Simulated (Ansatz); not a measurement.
The system is Na.

```
Na
1.0
    -2.14100    2.14100    2.14100
     2.14100   -2.14100    2.14100
     2.14100    2.14100   -2.14100
Na
1
Direct
  0.00000 0.00000 0.00000
```

Base run:

```yaml
Program: Ansatz 0.2.0
Functional: PBEsol
Potentials_or_basis: Ansatz PAW
Cutoff: 420 eV
Density_cutoff: 1680 eV
k_mesh: 9 × 9 × 9
Occupations: fermi-dirac, width 0.05 eV
Spin: no spin polarisation
```

Its results: band gap on the k mesh none (metal or under the smearing width); pressure -0.5 GPa.

**Question.** The run is repeated on the same cell with these changes: functional from PBEsol to RPBE; occupations from fermi-dirac, width 0.05 eV to gaussian, width 0.02 eV. What comes out?

**Answer.** Band gap on the k mesh none (metal or under the smearing width); pressure 0.0 GPa.

Caveats: the PAW data sets come from PBE, with cores solved anew for the run's functional, which leaves a small shift of forces and pressure; the potentials were made for another functional, which shifts forces and pressure (some runs).

Not every run made on this cell is shown here.
